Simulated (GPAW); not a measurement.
Wanted: an ASE script for a GPAW 26.7.0 run.

- Task: single point
- Functional: PBE
- Potentials or basis: GPAW PAW data sets (gpaw-data 1.2.1)
- Cutoff: 800 eV
- Basis: pw
- k mesh: 10 × 10 × 10
- Occupations: gaussian, width 0.026 eV
- Spin: no spin polarisation
- Maxiter: 150

Crystal: CaO.

```xyz
2
Lattice="0.0000 2.4036 2.4036 2.4036 0.0000 2.4036 2.4036 2.4036 0.0000" Properties=species:S:1:pos:R:3 pbc="T T T"
Ca    0.0000    0.0000    0.0000
O     2.4036    2.4036    2.4036
```

The cell is a database's computed one.

The input as run:

run.py

```python
from ase import Atoms
from ase.dft.bandgap import bandgap
from ase.io import write
from ase.units import GPa
from gpaw import GPAW, PW

atoms = Atoms(['Ca', 'O'],
              cell=[[0.0, 2.403555696, 2.403555696],
                    [2.403555696, 0.0, 2.403555696],
                    [2.403555696, 2.403555696, 0.0]],
              scaled_positions=[[0.0, 0.0, 0.0],
                                [0.5, 0.5, 0.5]],
              pbc=True)

calc = GPAW(mode=PW(800),
            xc='PBE',
            kpts={'size': (10, 10, 10), 'gamma': True},
            occupations={'name': 'methfessel-paxton', 'order': 0, 'width': 0.026000000000000002},
            nbands=16,
            convergence={'density': 1e-05, 'energy': 1e-05},
            maxiter=150,
            txt='gpaw.txt')
atoms.calc = calc
energy = atoms.get_potential_energy()
forces = atoms.get_forces()
stress = atoms.get_stress()
calc.write('gs.gpw')
write('result.traj', atoms)
print(f'Energy: {energy:.6f} eV')
print('Forces (eV/A):')
print(forces.round(4))
print('Stress (GPa):', (stress / GPa).round(3))
print('Fermi level:', round(calc.get_fermi_level(), 4), 'eV')
print(f'Gap: {bandgap(calc)[0]:.4f} eV, direct: {bandgap(calc, direct=True)[0]:.4f} eV')
```

Potentials or basis: GPAW PAW data sets (gpaw-data 1.2.1), pw.

Launch:

```sh
$ OMP_NUM_THREADS=1 python run.py
```

Results of the run:

```yaml
Pressure: 2.2 GPa
Band_gap_on_the_k_mesh: 3.69 eV, indirect (least direct gap 4.07 eV)
```

Wall time 23 s on 1 thread of Arm Neoverse V1, with other jobs on the host, peak memory 0.16 GiB.
